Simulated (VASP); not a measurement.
# GaN: lattice, stiffness and zone-centre modes, part 2 of 2

What lattice, stiffness and vibrations does GaN have at one level of theory? The starting structure is a computed structure from the Materials Project. All runs use LDA.

VASP 6.6.1.

So far. Step 3 (Elastic constants): The elastic tensor has C11 = 288.4, C12 = 158.7, C44 = 161.0 GPa; its Hill averages are a bulk modulus of 201.9 and a shear modulus of 111.8 GPa. Step 4 (Modes of the relaxed cell): The zone-centre modes at 11.114 Å³ an atom are T2 553.3 cm⁻¹.

## 5. Modes at 0.97 of that volume

Level of this step: LDA; plane waves and PAW (Ga_d, N) (VASP).

Shape and positions were first relaxed at this volume, in a run that isn't shown.

Input file INCAR:

```
SYSTEM = GaN
PREC = Accurate
ENCUT = 560
EDIFF = 1E-08
NELM = 100
ISMEAR = 0
SIGMA = 0.03
LREAL = .FALSE.
ALGO = Normal
GGA = CA
NBANDS = 15
LORBIT = 11
LWAVE = .FALSE.
LCHARG = .FALSE.
KPAR = 4
IBRION = 8
LEPSILON = .TRUE.
LPEAD = .TRUE.
ISIF = 2
```

Input file POSCAR:

```
GaN
1.0
    0.0000000000      2.2091078747      2.2091078747
    2.2091078747      0.0000000000      2.2091078747
    2.2091078747      2.2091078747      0.0000000000
Ga N
1 1
Direct
    0.0000000000      0.0000000000      0.0000000000
    0.2500000000      0.2500000000      0.2500000000
```

Input file KPOINTS:

```
Automatic mesh
0
Gamma
16 16 16
0 0 0
```

PAW data sets: Ga_d and N (LDA family, release 64).

The run is started by

```sh
> mpirun -np 4 vasp_std
```

Log:

```text
[... set-up lines as in an earlier step ...]
 entering main loop
       N       E                     dE             d eps       ncg     rms          rms(c)
DAV:   1     0.820217494924E+02    0.82022E+02   -0.99342E+03  4869   0.229E+03
DAV:   2    -0.103640987174E+02   -0.92386E+02   -0.85971E+02  4938   0.344E+02
DAV:   3    -0.160001518233E+02   -0.56361E+01   -0.56111E+01  4931   0.731E+01
DAV:   4    -0.160615320518E+02   -0.61380E-01   -0.61368E-01  5419   0.800E+00
[...]
DAV:  12    -0.139303840909E+02   -0.18210E-05   -0.15990E-05  5050   0.466E-02    0.456E-03
DAV:  13    -0.139303840899E+02    0.98316E-09   -0.47236E-07  6492   0.143E-02    0.787E-04
DAV:  14    -0.139303840888E+02    0.10591E-08   -0.24144E-08  4908   0.152E-03
   1 F= -.13930384E+02 E0= -.13930384E+02  d E =-.729514E-14
 Linear response reoptimize wavefunctions to high precision
DAV:   1    -0.139303840887E+02    0.11278E-09   -0.40090E-09  5087   0.639E-04
DAV:   2    -0.139303840887E+02   -0.45475E-10   -0.19525E-10  3001   0.117E-04
 Linear response to external field (no local field effect), progress :
[...]
RMM:  13    -0.160865940772E+00    0.56209E-08    0.84991E-08 32828   0.688E-05    0.686E-08
 first order change of Fermi-energy  -0.17123E-04
 force on displaced ion       1 direction 1 : -14.384  -0.000  -0.000
 Born effective charge ion    1 direction 1 :   2.612   0.000   0.000
 Linear response progress:
  Degree of freedom:   2/  2
       N       E                     dE             d eps       ncg     rms          rms(c)
RMM:   1    -0.236703350290E+00   -0.23670E+00    0.94112E-02 43658   0.413E+00
RMM:   2    -0.227753011420E+00    0.89503E-02   -0.90478E-03 32215   0.104E+00    0.147E-01
RMM:   3    -0.228822134465E+00   -0.10691E-02   -0.15593E-03 35667   0.340E-01    0.722E-02
RMM:   4    -0.230074134381E+00   -0.12520E-02   -0.37393E-04 35470   0.136E-01    0.180E-02
[...]
RMM:  11    -0.230101471476E+00   -0.23957E-07    0.32132E-09 36858   0.659E-05    0.434E-07
RMM:  12    -0.230101404109E+00    0.67366E-07    0.21102E-09 30955   0.569E-05    0.131E-07
RMM:  13    -0.230101469008E+00   -0.64899E-07    0.19457E-09 23432   0.540E-05    0.412E-08
 first order change of Fermi-energy   0.18500E-03
 force on displaced ion       2 direction 1 : -14.366   0.000   0.000
 Born effective charge ion    2 direction 1 :  -2.612   0.000   0.000
 Born effective charges drift removed
 Linear response finished
```

The job ended after 3 min (4 MPI ranks of Intel Xeon 6975P-C (Granite Rapids), shared host; peak memory 3 GiB; 12 min of CPU time).

From OUTCAR (step 5):

```text
  Total        0.8853666      0.8853666      0.8853666      0.0000000     -0.0000000      0.0000000
  in kB       65.7889505     65.7889505     65.7889505      0.0000000     -0.0000000      0.0000000
  external PRESSURE =      65.7889505 kB  Pullay stress =       0.0000000 kB

 POSITION                                       TOTAL-FORCE (eV/Angst)
 -----------------------------------------------------------------------------------
      0.00000      0.00000      0.00000        -0.000000      0.000000     -0.000000
      1.10455      1.10455      1.10455         0.000000     -0.000000      0.000000
 -----------------------------------------------------------------------------------
    total drift:                                0.000002      0.000002      0.000002

 MACROSCOPIC STATIC DIELECTRIC TENSOR (including local field effects in DFT)
 ------------------------------------------------------
           5.570061    -0.000000    -0.000000
           0.000000     5.570061    -0.000000
           0.000000     0.000000     5.570061
 ------------------------------------------------------

 MACROSCOPIC STATIC DIELECTRIC TENSOR IONIC CONTRIBUTION
 ------------------------------------------------------
           3.982312    -0.000000     0.000000
          -0.000000     3.982312    -0.000000
           0.000000    -0.000000     3.982312
 ------------------------------------------------------

[... 1 part as in an earlier step ...]

[... 1 further part left out ...]
```

The zone-centre modes at 10.781 Å³ an atom are T2 578.9 cm⁻¹.

## 6. Modes at 1.03 of that volume

Shape and positions were first relaxed at this volume, in a run that isn't shown.

INCAR is that of step 5.

Input file POSCAR:

```
GaN
1.0
    0.0000000000      2.2537483438      2.2537483438
    2.2537483438      0.0000000000      2.2537483438
    2.2537483438      2.2537483438      0.0000000000
Ga N
1 1
Direct
    0.0000000000      0.0000000000      0.0000000000
    0.2500000000      0.2500000000      0.2500000000
```

KPOINTS is that of step 5.

The run is started by

```sh
> mpirun -np 4 vasp_std
```

Log:

```text
[... set-up lines as in an earlier step ...]
 entering main loop
       N       E                     dE             d eps       ncg     rms          rms(c)
DAV:   1     0.852570916132E+02    0.85257E+02   -0.98984E+03  4850   0.222E+03
DAV:   2    -0.966101640154E+01   -0.94918E+02   -0.88115E+02  5015   0.350E+02
DAV:   3    -0.158703582872E+02   -0.62093E+01   -0.61803E+01  4889   0.757E+01
DAV:   4    -0.159422535189E+02   -0.71895E-01   -0.71879E-01  5512   0.864E+00
[...]
DAV:  13    -0.139327032764E+02    0.90342E-07   -0.74823E-07  6930   0.126E-02    0.655E-03
DAV:  14    -0.139327032664E+02    0.10047E-07   -0.12512E-07  4932   0.310E-03    0.142E-03
DAV:  15    -0.139327032628E+02    0.35552E-08   -0.48473E-09  3057   0.623E-04
   1 F= -.13932703E+02 E0= -.13932703E+02  d E =-.420018E-17
 Linear response reoptimize wavefunctions to high precision
DAV:   1    -0.139327032625E+02    0.29422E-09   -0.24438E-09  4387   0.412E-04
DAV:   2    -0.139327032626E+02   -0.15461E-10   -0.21779E-10  2833   0.137E-04
 Linear response to external field (no local field effect), progress :
[...]
RMM:  14    -0.160888943444E+00    0.11365E-06    0.13583E-07 26060   0.259E-05    0.547E-08
 first order change of Fermi-energy  -0.86806E-03
 force on displaced ion       1 direction 1 : -12.023   0.000   0.000
 Born effective charge ion    1 direction 1 :   2.642   0.000   0.000
 Linear response progress:
  Degree of freedom:   2/  2
       N       E                     dE             d eps       ncg     rms          rms(c)
RMM:   1    -0.234759300678E+00   -0.23476E+00    0.95308E-02 43284   0.391E+00
RMM:   2    -0.226427400136E+00    0.83319E-02   -0.76361E-03 32251   0.100E+00    0.139E-01
RMM:   3    -0.227522028111E+00   -0.10946E-02   -0.15100E-03 35758   0.326E-01    0.684E-02
RMM:   4    -0.228678018279E+00   -0.11560E-02   -0.33327E-04 35440   0.129E-01    0.172E-02
[...]
RMM:  11    -0.228690066639E+00    0.10647E-06    0.20014E-09 36627   0.324E-05    0.346E-07
RMM:  12    -0.228690110521E+00   -0.43882E-07    0.19790E-09 31514   0.228E-05    0.100E-07
RMM:  13    -0.228690117442E+00   -0.69214E-08    0.21490E-09 24562   0.197E-05    0.548E-08
 first order change of Fermi-energy   0.10809E-02
 force on displaced ion       2 direction 1 : -12.006   0.000   0.000
 Born effective charge ion    2 direction 1 :  -2.642   0.000   0.000
 Born effective charges drift removed
 Linear response finished
```

Elapsed: 5.8 min, on 4 MPI ranks; peak memory 3.1 GiB.

OUTCAR, selected parts (step 6):

```text
  Total       -0.7965228     -0.7965228     -0.7965228      0.0000000      0.0000000     -0.0000000
  in kB      -55.7394350    -55.7394350    -55.7394350      0.0000000      0.0000000     -0.0000000
  external PRESSURE =     -55.7394350 kB  Pullay stress =       0.0000000 kB

 POSITION                                       TOTAL-FORCE (eV/Angst)
 -----------------------------------------------------------------------------------
      0.00000      0.00000      0.00000         0.000000     -0.000000     -0.000000
      1.12687      1.12687      1.12687        -0.000000      0.000000      0.000000
 -----------------------------------------------------------------------------------
    total drift:                                0.000000      0.000000      0.000000

 MACROSCOPIC STATIC DIELECTRIC TENSOR (including local field effects in DFT)
 ------------------------------------------------------
           5.894795    -0.000000     0.000000
           0.000000     5.894795    -0.000000
          -0.000000     0.000000     5.894795
 ------------------------------------------------------

 MACROSCOPIC STATIC DIELECTRIC TENSOR IONIC CONTRIBUTION
 ------------------------------------------------------
           4.589832     0.000000    -0.000000
           0.000000     4.589832    -0.000000
          -0.000000    -0.000000     4.589832
 ------------------------------------------------------

[... 1 part as in an earlier step ...]

[... 1 further part left out ...]
```

The zone-centre modes at 11.448 Å³ an atom are T2 529.2 cm⁻¹.

## 7. The runs compared

```tsv
run	volume (Å³/atom)	T2	core minutes
relaxation	11.114	-	0.16
elastic constants	11.114	-	12.9
modes of the relaxed cell	11.114	553.3	11.0
modes at 0.97 of that volume	10.781	578.9	11.8
modes at 1.03 of that volume	11.448	529.2	23.0
```

Modes are in cm⁻¹, degenerate ones as one, matched by symmetry and order. A number in brackets counts the listed modes of one symmetry from the lowest. The symmetry labels come from an automatic analysis and can be wrong where levels nearly coincide. Core minutes are wall time times ranks of the run shown, on a shared host.

## 8. Summary of results

- relaxed volume: 11.11 Å³/atom
- bulk modulus from two volumes: 202 GPa
- Hill shear modulus: 112 GPa
- mode T2: 553.3 cm⁻¹
- Grüneisen parameter of T2: 1.49

In words: At the LDA level GaN relaxes to 11.11 Å³ an atom. The bulk modulus is 201.7 GPa from the pressures at two volumes and 201.9 GPa as the Hill average of the elastic tensor, so the two routes agree. The mode Grüneisen parameters, from the cells at 0.97 and 1.03 of the volume, come to 1.49 (T2). The dielectric constants and Born charges in the logs aren't compared here; at a small gap they can be far off, and in a run without a gap they mean nothing. The frequencies are harmonic, and the splitting of polar modes by their long-range field is left out. All values are for a static lattice. Further runs on this material are not shown.

[Lines on the potential files, build, host, timing and source positions are cut from VASP's logs without a mark.]

[Logs are printed without paths, hosts, clocks, repeated set-up lines and the standing remarks that a program may print on its own settings, such as how far it seeks lower states.]

[Hosts, paths, dates, database ids (printed as entryN), source tags and the programs' standing remarks are cut or masked in the printed files.]
